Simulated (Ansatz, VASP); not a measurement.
## Pt: VASP beside Ansatz

```xyz
1
Lattice="-1.6080 1.6080 1.6080 1.6080 -1.6080 1.6080 1.6080 1.6080 -1.6080" Properties=species:S:1:pos:R:3 pbc="T T T"
Pt    0.0000    0.0000    0.0000
```

Change from the starting cell: strain +0.015 along x and y, +0.015 along z, atoms carried along.

Alike in both runs: task single point; functional PBEsol; k mesh 22 × 22 × 22; occupations gaussian, width 0.15 eV; no spin polarisation.

|  | VASP | Ansatz |
| --- | --- | --- |
| version | VASP 6.6.1 | Ansatz 0.2.0 |
| potentials or method | VASP PAW PBE potentials, release 64 (Pt) | scalar-relativistic, plane waves, PAW |
| plane-wave cutoff (eV) | 520 | 420 |
| valence electrons in the cell | 10 | 18 |

|  | VASP | Ansatz | Ansatz less VASP |
| --- | --- | --- | --- |
| gap on the k mesh at the Fermi level (eV) | none | none | - |
| pressure (GPa) | -19.7 | -19.4 | +0.31 |

A gap of «none» marks a metal or a gap that the smearing closes. With one functional, cell and mesh, what is left measures potentials, basis and numerics. The two sets of potentials don't hold the same shells in valence.

Caveats: so large a pressure means that the cell lies far from this level's equilibrium, or that cutoff or potentials fall short (VASP); the potentials were made for another functional, which shifts forces and pressure (VASP). The runs have no spin-orbit coupling, so splittings on Pt are missing.
